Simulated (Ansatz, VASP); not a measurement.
One calculation of Cu, 3 ways

The starting cell:

```xyz
1
Lattice="0.0000 1.8075 1.8075 1.8075 0.0000 1.8075 1.8075 1.8075 0.0000" Properties=species:S:1:pos:R:3 pbc="T T T"
Cu    0.0000    0.0000    0.0000
```

Alike in all runs: task relaxation of cell and atoms; functional PBEsol; dispersion D3(BJ); k mesh 13 × 13 × 13; occupations fermi-dirac, width 0.05 eV; no spin polarisation; no spin-orbit coupling.

| program and potentials | plane-wave cutoff (eV) | notes | equilibrium volume (Å³/atom) |
| --- | --- | --- | --- |
| Ansatz, Ansatz PAW | 420 | potentials made for PBE, which Ansatz adapts in part; 19 valence electrons an atom on average | 10.81 |
| VASP, PBE PAW files Cu, 600 eV | 600 | potentials made for PBE; 11 valence electrons an atom on average | 10.85 |
| Ansatz, all-electron LAPW, scalar-relativistic | - | - | 10.81 |

The equilibrium volume spans 10.81 (Ansatz, all-electron LAPW, scalar-relativistic) to 10.85 Å³/atom (VASP, PBE PAW files Cu, 600 eV), with all-electron results at 10.81. Relaxations stop with a little pressure left, so the last digit of a volume isn't settled.

The functional is the same throughout but for its coding, so the spread measures potentials, basis and numerics; runs on potential files found faulty are left out.
